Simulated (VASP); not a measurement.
**InN (wurtzite): computed properties**

Computed with r2SCAN meta-GGA, VASP's PBE PAW potentials (set 64) (plane waves; VASP).

```yaml
space_group: P6_3mc (186)
cell: a = b = 3.551 Å, c = 5.728 Å, α = β = 90.00°, γ = 120.00°
volume_per_atom: 15.64 Å³/atom
band gap (over mesh and band path): 0.08 eV
smallest direct gap (over mesh and band path): 0.08 eV
band_edge_character: direct, Γ to Γ
density: 6.84 g/cm³
```

```cif
data_In2N2
_chemical_formula_sum 'In2 N2'
_space_group_name_H-M_alt 'P 1'
_space_group_IT_number 1
_cell_length_a 3.55082
_cell_length_b 3.55082
_cell_length_c 5.72821
_cell_angle_alpha 90.000
_cell_angle_beta 90.000
_cell_angle_gamma 120.000
loop_
_space_group_symop_operation_xyz
  'x, y, z'
loop_
_atom_site_label
_atom_site_type_symbol
_atom_site_fract_x
_atom_site_fract_y
_atom_site_fract_z
_atom_site_occupancy
In1 In 0.66667 0.33333 0.49984 1
In2 In 0.33333 0.66667 0.99984 1
N1 N 0.66667 0.33333 0.87916 1
N2 N 0.33333 0.66667 0.37916 1
```

Measured: a 3.537 Å (computed value off by +0.4 %), as given by M J Lucero et al., Journal of Physics Condensed Matter (2012), arXiv:1111.4515; c 5.703 Å at 300 K (computed value off by +0.4 %), as given by I. Vurgaftman et al., Journal of Applied Physics (2001), doi:10.1063/1.1368156. The calculation is for a static lattice, while the measured a, c hold thermal and zero-point effects, which are part of the difference. Unless said otherwise, spin-orbit coupling is left out, though it shifts the bands of the heavy elements here.

The compound is InN in the wurtzite structure. It was relaxed first. Symmetry was kept, so distortions that lower it aren't found.
